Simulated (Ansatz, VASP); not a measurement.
**One calculation of SiC, two programs**

File INCAR:

```
ALGO = Normal
EDIFF = 1E-6
ENCUT = 520
ISIF = 2
ISMEAR = 0
LASPH = True
LCHARG = True
LELF = True
LREAL = False
LVHAR = True
LWAVE = False
NBANDS = 11
NELM = 80
PREC = Accurate
SIGMA = 0.01
```

File KPOINTS:

```
k-points
0
Gamma
  10 10 10
```

The input POSCAR:

```
SiC
1.0
    2.1356067320      2.1356067320      0.0000000000
   -2.1356067320      2.1356067320      0.0000000000
    0.0000000000      2.1356067320      2.1356067320
Si C
1 1
Direct
    0.0000000000      0.0000000000      0.0000000000
    0.7500000000      0.2500000000      0.5000000000
```

Input for Ansatz:

```yaml
crystal:
  lattice:
    - [2.13560673197, 2.13560673197, 0.0]
    - [-2.13560673197, 2.13560673197, 0.0]
    - [0.0, 2.13560673197, 2.13560673197]
  atoms:
    - { symbol: Si, position: [0.0, 0.0, 0.0] }
    - { symbol: C, position: [0.75, 0.25, 0.5] }
kpoints:
  mp_grid: { grid: [10, 10, 10] }
scf:
  occupations: { method: fixed }
  convergence: { dr2_threshold: 1.0e-10 }
hamiltonian:
  xc: lda
  pseudopotentials: { kind: all_electron, lapw: { basis_error: 0.0005 } }
output:
  forces: true
  stress: true
  eigenstates:
    kpoints:
      - [0.0, 0.0, 0.0]
      - [-0.5, 0.5, 0.0]
      - [-0.5, -0.5, -0.5]
      - [0.0, 0.0, -0.5]
      - [0.0, -0.5, -0.5]
      - [0.0, 0.5, 0.0]
      - [-0.5, 0.0, 0.0]
      - [-0.5, 0.0, -0.5]
  eigenvalues: true
```

Alike in both runs: task single point; functional LDA; k mesh 10 × 10 × 10; no spin polarisation.

|  | VASP | Ansatz |
| --- | --- | --- |
| version | VASP 6.6.1 | Ansatz 0.2.0 |
| potentials or method | VASP PAW LDA potentials, release 64 (Si, C) | all-electron LAPW, scalar-relativistic |
| plane-wave cutoff (eV) | 520 | see its input |
| occupations | gaussian, width 0.01 eV | fixed |

|  | VASP | Ansatz | Ansatz less VASP |
| --- | --- | --- | --- |
| gap on the k mesh at the Fermi level (eV) | 1.25 | 1.26 | +0.013 |
| pressure (GPa) | 10.4 | 10.0 | -0.48 |

Ansatz ran all-electron here, so the differences hold the error of VASP's frozen core and of both bases.

A k mesh can miss the band edges. A hybrid or GW would open this gap; LDA tends to underestimate it.
